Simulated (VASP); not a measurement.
# Ge2Sb2Te5 (P-3m1) in VASP: a series of runs, part 4 of 4

VASP 6.6.1. Earlier steps stand in the parts before.

## 6. Relaxation of cell and atoms, LDA

INCAR reads:

```
SYSTEM = Ge2Sb2Te5
ALGO = Normal
EDIFF = 1E-6
EDIFFG = -0.01
ENCUT = 600
IBRION = 2
ISIF = 3
ISMEAR = 0
KPAR = 2
LASPH = .TRUE.
LCHARG = .FALSE.
LREAL = .FALSE.
LWAVE = .FALSE.
NELM = 80
NSW = 90
PREC = Accurate
SIGMA = 0.03
```

KPOINTS reads:

```
k-points
0
G
  9 9 2
  0 0 0
```

POSCAR reads:

```
Ge2Sb2Te5
1.0
    4.2940644248      0.0000000000      0.0000000000
   -2.1470322124      3.7187688774      0.0000000000
    0.0000000000      0.0000000000     17.1013460000
Ge Sb Te
2 2 5
Direct
    0.3333333300      0.6666666700      0.8971050000
    0.6666666700      0.3333333300      0.1028950000
    0.0000000000      0.0000000000      0.6799320000
    0.0000000000      0.0000000000      0.3200680000
    0.0000000000      0.0000000000      0.0000000000
    0.6666666700      0.3333333300      0.7984580000
    0.3333333300      0.6666666700      0.2015420000
    0.3333333300      0.6666666700      0.5801080000
    0.6666666700      0.3333333300      0.4198920000
```

Potentials or basis: VASP PAW LDA potentials, release 64 (Ge_d, Sb, Te).

Launch:

```sh
> cat potpaw_LDA.64/Ge_d/POTCAR potpaw_LDA.64/Sb/POTCAR potpaw_LDA.64/Te/POTCAR > POTCAR
> mpirun -np 2 vasp_std > vasp.out
```

OUTCAR:

```text
SYSTEM = Ge2Sb2Te5
   EDIFF = 1E-6
   EDIFFG = -0.01
   ENCUT = 600
   IBRION = 2
   ISIF = 3
   ISMEAR = 0
   LASPH = .TRUE.
   LREAL = .FALSE.
   NELM = 80
   NSW = 90
   PREC = Accurate

 ion  position               nearest neighbor table
   1  0.333  0.667  0.897-   6 3.00   6 3.00   6 3.00   5 3.04   5 3.04   5 3.04
   2  0.667  0.333  0.103-   7 3.00   7 3.00   7 3.00   5 3.04   5 3.04   5 3.04
   3  0.000  0.000  0.680-   8 3.01   8 3.01   8 3.01   6 3.20   6 3.20   6 3.20
   4  0.000  0.000  0.320-   9 3.01   9 3.01   9 3.01   7 3.20   7 3.20   7 3.20
   5  0.000  0.000  0.000-   1 3.04   2 3.04   2 3.04   1 3.04   2 3.04   1 3.04
   6  0.667  0.333  0.798-   1 3.00   1 3.00   1 3.00   3 3.20   3 3.20   3 3.20
   7  0.333  0.667  0.202-   2 3.00   2 3.00   2 3.00   4 3.20   4 3.20   4 3.20
   8  0.333  0.667  0.580-   3 3.01   3 3.01   3 3.01
   9  0.667  0.333  0.420-   4 3.01   4 3.01   4 3.01

  LATTYP: Found a hexagonal cell.
 ALAT       =     4.2940644248
 C/A-ratio  =     3.9825545936

  Lattice vectors:

 A1 = (   4.2940644248,   0.0000000000,   0.0000000000)
 A2 = (  -2.1470322124,   3.7187688774,   0.0000000000)
 A3 = (   0.0000000000,   0.0000000000,  17.1013460000)

Analysis of symmetry for initial positions (statically):
=====================================================================
 Subroutine PRICEL returns:
 Original cell was already a primitive cell.

 Routine SETGRP: Setting up the symmetry group for a
 hexagonal supercell.

 Subroutine GETGRP returns: Found 12 space group operations
 (whereof 12 operations were pure point group operations)
 out of a pool of 24 trial point group operations.

The static configuration has the point symmetry D_3d.

Analysis of symmetry for dynamics (positions and initial velocities):
=====================================================================
 Subroutine PRICEL returns:
 Original cell was already a primitive cell.

 Routine SETGRP: Setting up the symmetry group for a
 hexagonal supercell.

 Subroutine GETGRP returns: Found 12 space group operations
 (whereof 12 operations were pure point group operations)
[... 158 lines left out ...]

 Free energy of the ion-electron system (eV)
  ---------------------------------------------------
  ext. energy  EPLUGINS =         0.00000000
  ---------------------------------------------------
  free energy    TOTEN  =       -39.76420786 eV

  energy without entropy =      -39.76420786  energy(sigma->0) =      -39.76420786

------------------------ aborting loop because EDIFF is reached ----------------------------------------

  FORCE on cell =-STRESS in cart. coord.  units (eV):
  Direction    XX          YY          ZZ          XY          YZ          ZX
  --------------------------------------------------------------------------------------
  -------------------------------------------------------------------------------------
  Total       -5.4701079     -5.4701079     -5.6415115     -0.0000000      0.0000000     -0.0000000
  in kB      -32.0928614    -32.0928614    -33.0984780     -0.0000000      0.0000000     -0.0000000
  external PRESSURE =     -32.4280669 kB  Pullay stress =       0.0000000 kB
[... 30 lines left out ...]
--------------------------------------- Ionic step        2  -------------------------------------------

 number of electron      67.9999991 magnetization

 E-fermi :   7.3347     XC(G=0): -10.0416

 val. band max:        7.3207132246   @ k =   0.0000   0.0000   0.0000
 cond. band min:       7.3589119168   @ k =   0.0000   0.0000   0.0000
 fundamental gap:      0.0381986922
 Fermi energy:         7.3347322090

 k-point     1 :       0.0000    0.0000    0.0000
  band No.  band energies     occupation
      1     -17.8316      2.00000
      2     -17.8316      2.00000
      3     -17.8306      2.00000
      4     -17.8306      2.00000
      5     -17.8226      2.00000
      6     -17.8223      2.00000
[... 1100 lines left out ...]
  FREE ENERGIE OF THE ION-ELECTRON SYSTEM (eV)
  ---------------------------------------------------
  free  energy   TOTEN  =       -39.9407156733 eV

  energy  without entropy=      -39.9407087763  energy(sigma->0) =      -39.94071222

[... ionic steps 4 to 15 ...]

--------------------------------------- Ionic step       16  -------------------------------------------

 number of electron      67.9999992 magnetization

------------------------ aborting loop because EDIFF is reached ----------------------------------------
[... 81 lines left out ...]
--------------------------------------- Ionic step       18  -------------------------------------------

 number of electron      67.9999992 magnetization

 Free energy of the ion-electron system (eV)
  ---------------------------------------------------
  ext. energy  EPLUGINS =         0.00000000
  ---------------------------------------------------
  free energy    TOTEN  =       -39.96374090 eV

  energy without entropy =      -39.96349353  energy(sigma->0) =      -39.96361721

 E-fermi :   7.0502     XC(G=0):  -9.9573

 val. band max:        7.0446926284   @ k =   0.0000   0.0000   0.0000
 cond. band min:       7.0680637740   @ k =   0.0000   0.0000   0.0000
 fundamental gap:      0.0233711456
 Fermi energy:         7.0501517670

 k-point     1 :       0.0000    0.0000    0.0000
  band No.  band energies     occupation
      1     -18.1220      2.00000
      2     -18.1220      2.00000
      3     -18.1210      2.00000
      4     -18.1210      2.00000
      5     -18.1130      2.00000
      6     -18.1128      2.00000
[... 1057 lines left out ...]
  FREE ENERGIE OF THE ION-ELECTRON SYSTEM (eV)
  ---------------------------------------------------
  free  energy   TOTEN  =       -39.9637409023 eV

  energy  without entropy=      -39.9634935274  energy(sigma->0) =      -39.96361721

 reached required accuracy - stopping structural energy minimisation
```

OSZICAR:

```text
N       E                     dE             d eps       ncg     rms          rms(c)
DAV:   1     0.646482834969E+03    0.64648E+03   -0.29778E+04  2360   0.243E+03
DAV:   2     0.625224665989E+02   -0.58396E+03   -0.57057E+03  2144   0.655E+02
DAV:   3    -0.334343501590E+02   -0.95957E+02   -0.93366E+02  2280   0.166E+02
[... 169 lines left out ...]
DAV:   6    -0.399637411899E+02    0.28563E-06   -0.19030E-06  1296   0.834E-03
  17 F= -.39963741E+02 E0= -.39963617E+02  d E =-.431476E-04
       N       E                     dE             d eps       ncg     rms          rms(c)
DAV:   1    -0.399637450326E+02   -0.35571E-05   -0.17119E-04  2736   0.983E-02    0.143E-02
DAV:   2    -0.399637418085E+02    0.32240E-05   -0.76845E-06  2096   0.272E-02    0.706E-03
DAV:   3    -0.399637409023E+02    0.90627E-06   -0.28041E-06  1536   0.124E-02
  18 F= -.39963741E+02 E0= -.39963617E+02  d E =-.428600E-04
```

Run time: 34 min. Hardware: 2 MPI ranks of Intel Xeon Platinum 8488C (Sapphire Rapids), shared host; peak memory 0.58 GiB.

What came out:

```
Free energy                            : -39.9637 eV
Relaxed volume                         : 28.31 Å³/atom
Relaxed cell                           : a = 4.201 Å, b = 4.201 Å, c = 16.669 Å, α = 90.00°, β = 90.00°, γ = 120.00°
Space group after relaxing (to 0.05 Å) : P-3m1 (No. 164)
Energy gained by relaxing              : 22.2 meV/atom
Ionic steps                            : 18
Pressure after relaxing                : 0.0 GPa
Largest force after relaxing           : 0.010 eV/Å
Band gap on the k mesh                 : 0.02 eV, direct
```

Forces on the atoms (eV/Å):
```
Ge   0.000  0.000  0.010
Ge   0.000  0.000 -0.010
Sb   0.000  0.000  0.008
Sb   0.000  0.000 -0.008
Te   0.000  0.000  0.000
Te   0.000  0.000  0.001
Te   0.000  0.000 -0.001
Te   0.000  0.000  0.008
Te   0.000  0.000 -0.008
```

Step by step:
```csv
step,energy change (eV),largest force (eV/Å),pressure (GPa),volume (Å³)
1,0.0000,0.1473,-3.24,273.09
2,-0.1373,0.5177,1.77,249.52
3,-0.1765,0.2914,-0.01,256.67
4,-0.1887,0.1640,0.00,255.87
5,-0.1936,0.1218,0.03,254.98
6,-0.1963,0.0863,-0.03,255.07
7,-0.1991,0.0237,-0.16,255.29
8,-0.1987,0.0423,0.23,253.58
9,-0.1995,0.0172,0.01,254.63
10,-0.1995,0.0177,0.00,254.62
11,-0.1993,0.0298,0.13,254.10
12,-0.1995,0.0192,-0.01,254.58
13,-0.1994,0.0248,0.08,254.34
14,-0.1995,0.0199,0.01,254.53
15,-0.1995,0.0193,0.03,254.55
16,-0.1995,0.0151,-0.07,254.88
17,-0.1995,0.0112,-0.01,254.73
18,-0.1995,0.0099,-0.04,254.76
```

Final structure:
```
Ge Sb Te
1.0
     4.20091    0.00000    0.00000
    -2.10046    3.63809    0.00000
     0.00000    0.00000   16.66899
Ge Sb Te
2 2 5
Cartesian
  0.0000 2.4254 14.9873
  2.1005 1.2127 1.6817
  0.0000 0.0000 11.3569
  0.0000 0.0000 5.3121
  -2.1005 3.6381 0.0000
  2.1005 1.2127 13.3440
  0.0000 2.4254 3.3250
  0.0000 2.4254 9.6351
  2.1005 1.2127 7.0339
```

Levels at points of the mesh, in eV from the valence-band top:
```tsv
k point	band 31	band 32	band 33	band 34	band 35	band 36	band 37	band 38
(0.00, 0.00, 0.00)	-1.48	-1.20	-0.91	0.00	0.02	0.02	0.15	0.81
(0.00, 0.00, 0.50)	-1.62	-1.50	-0.78	-0.20	0.28	0.28	0.39	0.39
```

Caveat: spin-orbit coupling is left out, which moves the levels of the heavy elements; an odd mesh through Γ misses points on the zone boundary, where band edges often lie.

## 7. Summary

```tsv
level	potentials or basis	gap on the mesh (eV)	pressure (GPa)	relaxed volume (Å³/atom)
PBEsol	VASP PAW PBE potentials, release 64 (Ge_d, Sb, Te)	0.14	0.0	28.99
PBE+D3(BJ)	VASP PAW PBE potentials, release 64 (Ge_d, Sb, Te)	0.10	0.0	29.03
LDA	VASP PAW LDA potentials, release 64 (Ge_d, Sb, Te)	0.02	0.0	28.31
```

Alike in all rows: task relaxation of cell and atoms; no spin polarisation; cell relaxed; k mesh 9 × 9 × 2; cutoff (eV) 600; smearing gaussian 0.03 eV.

Caveats: spin-orbit coupling is left out, which moves the levels of the heavy elements; an odd mesh through Γ misses points on the zone boundary, where band edges often lie; the PAW data sets were made with another functional, which shifts forces and pressure a little (some runs).

Absolute energies hang on the potentials; compare differences alone.
